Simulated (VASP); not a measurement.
A run of VASP 6.6.1:

File INCAR:

```
SYSTEM = FeSi
PREC     = Accurate       ! precision mode
ENCUT    = 600            ! plane-wave cutoff, eV
EDIFF    = 1E-6           ! SCF threshold, eV
ISMEAR   = 0              ! smearing method
SIGMA    = 0.03           ! smearing width, eV
LREAL    = .FALSE.        ! projectors in reciprocal space
LASPH    = .TRUE.         ! aspherical terms in the spheres
NELM     = 150            ! most SCF steps
ALGO     = Normal         ! electronic algorithm
ISIF     = 2              ! what is computed and relaxed
LWAVE    = .FALSE.        ! write WAVECAR
LCHARG   = .FALSE.        ! write CHGCAR
ISPIN    = 2              ! spin polarisation
MAGMOM   = 2.5 2.5 2.5 -2.5 0 0 0 0 ! initial moments
LORBIT   = 11             ! projections on sites
LMAXMIX  = 4              ! l up to which the mixer works
GGA      = PE             ! functional
AMIX     = 0.2          
BMIX     = 1E-4         
AMIX_MAG = 0.8          
BMIX_MAG = 1E-4         
KPAR     = 4
```

File KPOINTS:

```
Automatic mesh
0
G
  8 8 8
  0 0 0
```

POSCAR

```
FeSi
1.0
    4.5507000000      0.0000000000      0.0000000000
    0.0000000000      4.5507000000      0.0000000000
    0.0000000000      0.0000000000      4.5507000000
Fe Si
4 4
Direct
    0.1365200000      0.1365200000      0.1365200000
    0.3634800000      0.8634800000      0.6365200000
    0.6365200000      0.3634800000      0.8634800000
    0.8634800000      0.6365200000      0.3634800000
    0.8424000000      0.8424000000      0.8424000000
    0.6576000000      0.1576000000      0.3424000000
    0.3424000000      0.6576000000      0.1576000000
    0.1576000000      0.3424000000      0.6576000000
```

Potentials or basis: VASP PAW PBE potentials, release 64 (Fe, Si).

Launch:

```bash
$ cat potpaw_PBE.64/Fe/POTCAR potpaw_PBE.64/Si/POTCAR > POTCAR
$ mpirun -np 4 vasp_std > vasp.out
```

Hardware: 4 MPI ranks on Intel(R) Xeon(R) 6975P-C (Granite Rapids), on a shared host.

Task: How long does it take, and how much memory?

Result: It took 3.4 min on 4 MPI ranks on Intel(R) Xeon(R) 6975P-C (Granite Rapids), on a shared host, peak memory 0.58 GiB a rank. Counts: scf iterations 28, k points 90.
